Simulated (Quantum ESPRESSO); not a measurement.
GaSb: phonons with BLYP

**Experimental background.**

From a printed reference work, data compilation, for a bulk crystal of GaSb at 4.2 K: band gap 0.811 eV (direct).

The system is GaSb.

```
Sb Ga
1.0
     0.00000    3.05900    3.05900
     3.05900    0.00000    3.05900
     3.05900    3.05900    0.00000
Sb Ga
1 1
Direct
  0.75000 0.75000 0.75000
  0.00000 0.00000 0.00000
```

```yaml
Program: Quantum ESPRESSO 7.5
Task: phonons
Functional: BLYP
Potentials_or_basis: PseudoDojo 0.4.1 SR PBE standard
Cutoff: 1088 eV
Density_cutoff: 4354 eV
k_mesh: 8 × 8 × 8
Occupations: cold, width 0.272 eV
Spin: no spin polarisation
Mixing_beta: 0.5
Most_SCF_iterations: 120
SCF_threshold: 4e-10 Ry
```

| Property | Result |
| --- | --- |
| Relaxed volume | 31.54 Å³/atom |
| Relaxed cell | a = 4.468 Å, b = 4.468 Å, c = 4.468 Å, α = 60.00°, β = 60.00°, γ = 60.00° |
| Space group after relaxing (to 0.05 Å) | F-43m (No. 216) |
| Pressure after relaxing | 0.5 GPa |
| Band gap on the k mesh | none (metal or under the smearing width) |
| Highest phonon frequency at Γ | 194 cm⁻¹ |

The path:
| step | energy change (eV) | largest force (eV/Å) | pressure (GPa) | volume (Å³) |
| --- | --- | --- | --- | --- |
| 1 | 0.0000 | 0.0000 | 5.14 | 57.25 |
| 2 | -0.0412 | 0.0000 | 3.61 | 58.76 |
| 3 | -0.0711 | 0.0000 | 2.08 | 60.46 |
| 4 | -0.0877 | 0.0000 | 0.12 | 62.92 |
| 5 | -0.0878 | 0.0000 | 0.00 | 63.08 |
| 6 | -0.0878 | 0.0000 | 0.00 | 63.08 |

Final structure:
```
CELL_PARAMETERS angstrom
0.00000 3.15945 3.15945
3.15945 0.00000 3.15945
3.15945 3.15945 0.00000
ATOMIC_POSITIONS crystal
Sb 0.75000 0.75000 0.75000
Ga 0.00000 0.00000 0.00000
```

Levels at points of the mesh, in eV from the Fermi level:
```
             k point  band 11  band 12  band 13  band 14  band 15  band 16  band 17  band 18
  (0.00, 0.00, 0.00)   -10.89    -0.87     0.00     0.00     0.00     2.84     2.84     2.84
 (0.00, 0.00, -0.50)    -9.53    -5.94    -0.99    -0.99     0.17     3.82     3.82     6.75
(0.00, -0.50, -0.50)    -8.85    -6.44    -2.21    -2.21     1.05     1.57     8.00     8.00
```

Phonon frequencies in cm⁻¹ (negative: imaginary):
```tsv
q point	frequencies
(0.000, 0.000, 0.000)	29 29 29 194 194 194
```

Optical modes at Γ, degenerate ones joined:
| cm⁻¹ | components | symmetry | active in |
| --- | --- | --- | --- |
| 192 | 3 | T2 | IR and Raman |

It took 19 min on 1 thread of Intel(R) Xeon(R) Platinum 8488C (Sapphire Rapids), on a shared host, peak memory 0.13 GiB.

A measured gap of GaSb is 0.811 eV (direct; 4.2 K; a printed reference work, data compilation); the calculated 0.00 eV misses it by -0.81 eV. Spin-orbit coupling on Ga, Sb is left out. The value is that of BLYP on a finite k mesh, which can miss the band edges, without temperature or zero-point motion. Semilocal functionals fall short of measured gaps as a rule.

Caveat: the potentials were made for another functional, which shifts forces and pressure; before the sum rule the acoustic modes lie tens of cm⁻¹ from zero, a sign that the density grid also shifts the optical modes; this crystal is a semiconductor, whose small gap the functional closes, so the metal is an error of the method. Spin-orbit coupling is left out, which matters for the levels of Sb.
